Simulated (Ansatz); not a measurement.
**TaN: a sweep of the sphere radii**

Aim: hold TaN and all else fixed and vary the sphere radii, to see how far energy and properties move.

Program: Ansatz 0.2.0. Level of theory: DFT, PBE, all-electron LAPW, scalar-relativistic. These are calculated values, not measurements.

1 further run of the same task is left out (it didn't finish).

### Step 1. Starting point

Symmetry: Fm-3m, No. 225, cubic system. The conventional cell has a = 4.358 Å, b = 4.358 Å, c = 4.358 Å, α = 90.00°, β = 90.00°, γ = 90.00°. Ta (site symmetry m-3m) is surrounded by 6 N at 2.18 Å. Around N (site symmetry m-3m) lie 6 Ta at 2.18 Å.

Structure file:

```cif
data_structure
_symmetry_space_group_name_H-M 'Fm-3m'
_symmetry_Int_Tables_number 225
_cell_length_a 4.3580
_cell_length_b 4.3580
_cell_length_c 4.3580
_cell_angle_alpha 90.000
_cell_angle_beta 90.000
_cell_angle_gamma 90.000
_cell_volume 82.77
loop_
_atom_site_label
_atom_site_type_symbol
_atom_site_symmetry_multiplicity
_atom_site_Wyckoff_symbol
_atom_site_fract_x
_atom_site_fract_y
_atom_site_fract_z
_atom_site_occupancy
Ta1 Ta 4 b 0.50000 0.00000 0.00000 1
N1 N 4 a 0.00000 0.00000 0.00000 1
```

The file gives the conventional cell by its symmetry; the runs use the cell typed in the input.

The cell comes from a crystallographic database entry that wasn't checked; take it as a given geometry, which may be far from equilibrium.

Atoms are numbered in the order of the input: Ta1, N2.

### Step 2. With all sphere radii typed as 0.654 Å

input.yaml

```yaml
crystal:
  lattice:
    - [0.0, 2.179, 2.179]
    - [2.179, 0.0, 2.179]
    - [2.179, 2.179, 0.0]
  atoms:
    - { symbol: Ta, position: [0.5, 0.5, 0.5] }
    - { symbol: "N", position: [0.0, 0.0, 0.0] }
kpoints:
  mp_grid: { grid: [9, 9, 9] }
scf:
  occupations: { method: fermi_dirac, width: 0.02 }
hamiltonian:
  xc: pbe
  pseudopotentials:
    kind: all_electron
    lapw: { basis_error: 0.0005, muffin_tin_radii: { Ta: 0.654, "N": 0.654 } }
output:
  forces: true
  stress: true
  eigenvalues: true
```

The program printed (excerpt; [...] marks lines left out):

```text
LAPW: plane waves up to 22.205 Å⁻¹, error target 5.0e-4 eV per atom; small_component_spin mean_spin; N in spheres of 0.654 Å, 7 of its electrons in bands, Dirac shells []; Ta in spheres of 0.654 Å, 61 of its electrons in bands, Dirac shells []
[...]
Pseudopotentials: kind: all_electron
Pseudopotential: Ta, LAPW, valence charge 61, Koelling and Harmon's equation, gaussian nucleus
Pseudopotential: N, LAPW, valence charge 7, Koelling and Harmon's equation, gaussian nucleus
Functional definition: PBE
[...]
Crystal: 2 atoms, lattice volume = 20.692 Å³
Basis set: ecut = 1878.5472095228536 eV, 3839 PW (Γ), exchange–correlation at level 2
Bands: 41, of which v1, the nominal top of the filled ones, is band 34 counted from 1 (33 counted from 0)
Symmetry: 48 space group operations
Space group: Fm-3m (ITA 225), of the structure as read, at distance tolerance 2.7e-5 Å
k-points: 35 of 729
[...]
SCF iter   1: F=—  HF=-426062.650308 eV  |F-HF|=—  |Δ(HF+E_count)|=         —  Δρ=1.55e-1  dr2=6.11e0  ethr=8.99e-3  ⟨swp⟩=2.0  Hψ=8811  notcnv=0
[...]
the basis was enlarged: its passes take 116.3 KiB over the memory plan, 1 of 1 planned eigensolver slots
[...]
SCF iter   8: F=-426060.857540 eV  HF=-426060.857540 eV  |F-HF|=1.16e-9  |Δ(HF+E_count)|=   2.20e-7  Δρ=6.20e-6  dr2=2.29e-9  ethr=4.37e-10  ⟨swp⟩=3.0  Hψ=4032  notcnv=0
[...]
SCF converged after 8 iterations
Free energy (F): -426060.857540 eV
[...]
E sigma→0 (E₀):  -426060.857006 eV
Entropy (-TS):   -0.001068 eV (-0.534 meV/atom)
Fermi energy:    27.681244 eV
[...]
--- Forces (eV/Å), atoms counted from 1 ---
  atom   1  Ta     0.00000000    -0.00000000    -0.00000000
  atom   2  N     -0.00000000    -0.00000000    -0.00000000
[...]
--- Stress (GPa, compression-positive) ---
       14.514821      -0.000000       0.000000
       -0.000000      14.514821      -0.000000
        0.000000      -0.000000      14.514821
  P = ⅓ Tr σ = 14.5148 GPa (145.148 kbar)
--- Band table (eV; the first three rows and the last of 35) ---
[...]
```

Run time: 100 s. Hardware: 1 thread, shared host.

Read from it: pressure 14.51 GPa; no gap.

### Step 3. With all sphere radii typed as 0.784 Å

input.yaml: that of step 2 with these lines changed.

```diff
@@ -16,3 +16,3 @@
     kind: all_electron
-    lapw: { basis_error: 0.0005, muffin_tin_radii: { Ta: 0.654, "N": 0.654 } }
+    lapw: { basis_error: 0.0005, muffin_tin_radii: { Ta: 0.784, "N": 0.784 } }
 output:
```

The program printed (excerpt; [...] marks lines left out):

```text
LAPW: plane waves up to 18.093 Å⁻¹, error target 5.0e-4 eV per atom; small_component_spin mean_spin; N in spheres of 0.784 Å, 7 of its electrons in bands, Dirac shells []; Ta in spheres of 0.784 Å, 45 of its electrons in bands, Dirac shells []
[...]
[... 1 set-up line as earlier in the session ...]
Pseudopotential: Ta, LAPW, valence charge 45, Koelling and Harmon's equation, gaussian nucleus
[... 2 set-up lines as earlier in the session ...]
[...]
Crystal: 2 atoms, lattice volume = 20.692 Å³
Basis set: ecut = 1247.202638262221 eV, 2085 PW (Γ), exchange–correlation at level 2
Bands: 32, of which v1, the nominal top of the filled ones, is band 26 counted from 1 (25 counted from 0)
[... 2 set-up lines as earlier in the session ...]
k-points: 35 of 729
[...]
SCF iter   1: F=—  HF=-426062.650096 eV  |F-HF|=—  |Δ(HF+E_count)|=         —  Δρ=1.46e-1  dr2=5.48e0  ethr=1.05e-2  ⟨swp⟩=2.0  Hψ=7019  notcnv=0
[...]
the basis was enlarged: its passes take 115.1 KiB over the memory plan, 1 of 1 planned eigensolver slots
[...]
SCF iter   8: F=-426060.857552 eV  HF=-426060.857552 eV  |F-HF|=0.00e0  |Δ(HF+E_count)|=   1.23e-7  Δρ=5.07e-6  dr2=2.11e-9  ethr=8.30e-10  ⟨swp⟩=3.0  Hψ=3207  notcnv=0
[...]
SCF converged after 8 iterations
Free energy (F): -426060.857552 eV
[...]
E sigma→0 (E₀):  -426060.857018 eV
Entropy (-TS):   -0.001068 eV (-0.534 meV/atom)
Fermi energy:    27.681250 eV
[...]
--- Forces (eV/Å), atoms counted from 1 ---
  atom   1  Ta    -0.00000000    -0.00000000    -0.00000000
  atom   2  N     -0.00000000    -0.00000000     0.00000000
[...]
--- Stress (GPa, compression-positive) ---
       14.515081      -0.000000       0.000000
       -0.000000      14.515081       0.000000
        0.000000       0.000000      14.515081
  P = ⅓ Tr σ = 14.5151 GPa (145.151 kbar)
--- Band table (eV; the first three rows and the last of 35) ---
[...]
```

It took 44 s on 1 thread, shared host.

Result: pressure 14.52 GPa; no gap.

### Step 4. With all sphere radii typed as 0.915 Å

input.yaml: that of step 3 with these lines changed.

```diff
@@ -16,3 +16,3 @@
     kind: all_electron
-    lapw: { basis_error: 0.0005, muffin_tin_radii: { Ta: 0.784, "N": 0.784 } }
+    lapw: { basis_error: 0.0005, muffin_tin_radii: { Ta: 0.915, "N": 0.915 } }
 output:
```

The program printed (excerpt; [...] marks lines left out):

```text
LAPW: plane waves up to 15.099 Å⁻¹, error target 5.0e-4 eV per atom; small_component_spin mean_spin; N in spheres of 0.915 Å, 7 of its electrons in bands, Dirac shells []; Ta in spheres of 0.915 Å, 45 of its electrons in bands, Dirac shells []
[...]
[... 4 set-up lines as earlier in the session ...]
[...]
Crystal: 2 atoms, lattice volume = 20.692 Å³
Basis set: ecut = 868.5901502184497 eV, 1243 PW (Γ), exchange–correlation at level 2
Bands: 32, of which v1, the nominal top of the filled ones, is band 26 counted from 1 (25 counted from 0)
[... 2 set-up lines as earlier in the session ...]
k-points: 35 of 729
[...]
SCF iter   1: F=—  HF=-426062.650347 eV  |F-HF|=—  |Δ(HF+E_count)|=         —  Δρ=1.34e-1  dr2=4.63e0  ethr=8.92e-3  ⟨swp⟩=2.0  Hψ=7246  notcnv=0
[...]
the basis was enlarged: its passes take 159.8 KiB over the memory plan, 1 of 1 planned eigensolver slots
[...]
SCF iter   8: F=-426060.857586 eV  HF=-426060.857586 eV  |F-HF|=1.16e-10  |Δ(HF+E_count)|=   1.47e-7  Δρ=4.10e-6  dr2=1.03e-9  ethr=3.48e-10  ⟨swp⟩=3.0  Hψ=3290  notcnv=0
[...]
SCF converged after 8 iterations
Free energy (F): -426060.857586 eV
[...]
E sigma→0 (E₀):  -426060.857052 eV
Entropy (-TS):   -0.001068 eV (-0.534 meV/atom)
Fermi energy:    27.681245 eV
[...]
--- Forces (eV/Å), atoms counted from 1 ---
  atom   1  Ta     0.00000000    -0.00000000     0.00000000
  atom   2  N      0.00000000     0.00000000     0.00000000
[...]
--- Stress (GPa, compression-positive) ---
       14.515287      -0.000000       0.000000
       -0.000000      14.515287      -0.000000
        0.000000      -0.000000      14.515287
  P = ⅓ Tr σ = 14.5153 GPa (145.153 kbar)
--- Band table (eV; the first three rows and the last of 35) ---
[...]
```

Wall time 26 s (1 thread, shared host).

This run gives: pressure 14.52 GPa; no gap.

### Step 5. All runs together

| sphere radius (Å) | energy from the first row (meV/atom) | pressure (GPa) | SCF cycles, all passes | time |
| --- | --- | --- | --- | --- |
| all sphere radii typed as 0.654 Å | 0.00 | 14.51 | 8 | 100 s |
| all sphere radii typed as 0.784 Å | -0.01 | 14.52 | 8 | 44 s |
| all sphere radii typed as 0.915 Å | -0.02 | 14.52 | 8 | 26 s |

Energies are those extrapolated to zero smearing.

### Step 6. Summary of results

| quantity | value |
| --- | --- |
| largest change of energy from «all sphere radii typed as 0.654 Å» (zero smearing) | 0.0 meV/atom (all sphere radii typed as 0.915 Å) |
| pressure, lowest to highest (LAPW) | 14.51 to 14.52 GPa |

In words: Across the runs the energy spans 0.0 meV/atom. A complete basis would give the same answer for any radius, so the spread shows part of the basis error. The pressure spans under 0.01 GPa (LAPW). Spin-orbit coupling is left out, though the cell holds Ta; in elements this heavy it can shift bands and gaps by tenths of an eV.
